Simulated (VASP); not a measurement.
Here is a VASP 6.6.1 calculation.

Contents of INCAR:

```
PREC = Accurate ; ENCUT = 600
EDIFF = 1E-7 ; ISMEAR = 0
SIGMA = 0.03 ; LREAL = F
LASPH = T ; NELM = 80
ALGO = Normal ; ISIF = 3
LWAVE = F ; LCHARG = F
GGA = PS ; IBRION = 2
NSW = 90 ; EDIFFG = -0.005
```

Contents of KPOINTS:

```
Automatic mesh
0
Gamma
  8 8 8
```

The input POSCAR:

```
CdSe                                    
1.0
   -0.0000000000      3.0462087308      3.0462087308
    3.0462087308     -0.0000000000      3.0462087308
    3.0462087308      3.0462087308      0.0000000000
  Cd              Se            
     1     1
Direct
     0.0000000000000000    0.0000000000000000    0.0000000000000000
     0.7500000000000000    0.7500000000000000    0.7500000000000000
```

Potentials or basis: VASP PAW PBE potentials, release 64 (Cd, Se).

Command:

```bash
$ cat potpaw_PBE.64/Cd/POTCAR potpaw_PBE.64/Se/POTCAR > POTCAR
$ mpirun -np 1 vasp_std > vasp.out
```

(1) Estimate the band gap on the k mesh.

Answers

(1) 0.47 eV, direct.

Caveat: the relaxation stopped at its first step, so nothing moved.
